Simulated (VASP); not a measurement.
Runs of VASP 6.6.1 on Mg. It takes space group Fm-3m (No. 225, cubic). The conventional cell has a = 6.967 Å, b = 6.967 Å, c = 6.967 Å, α = 90.00°, β = 90.00°, γ = 90.00°. Mg (site symmetry m-3m) has 8 Mg at 3.02 Å as nearest neighbours. Mg (site symmetry -43m) has 4 Mg at 3.02 Å as nearest neighbours. The cell was built by a generator and needn't be a form met in nature.

```tsv
task	cell	k mesh	cutoff (eV)	mesh quality	gap on the mesh (eV)	pressure (GPa)	relaxed volume (Å³/atom)
single point	random cell by space group and Wyckoff sites (Fm-3m, No. 225)	4 × 4 × 4	520	coarse	none	1.7	-
relaxation of cell and atoms	relaxed from: random cell by space group and Wyckoff sites (Fm-3m, No. 225)	12 × 12 × 12	600	not flagged	none	0.0	(a)
relaxation of cell and atoms	relaxed from: random cell by space group and Wyckoff sites (Fm-3m, No. 225)	4 × 4 × 4	600	coarse	none	0.0	28.23
single point	as given	12 × 12 × 12	520	not flagged	none	-0.1	-
single point	random cell by space group and Wyckoff sites (Fm-3m, No. 225)	12 × 12 × 12	520	not flagged	none	-0.1	-
```

Alike in all rows: level PBE; potentials or basis VASP PAW PBE potentials, release 64 (Mg); no spin polarisation; smearing gaussian 0.1 eV.

Task: Estimate the missing entries.

Result: (a) 28.14.

Caveats: some runs use coarse meshes.

A gap of «none» marks a metal or a gap under the smearing width.
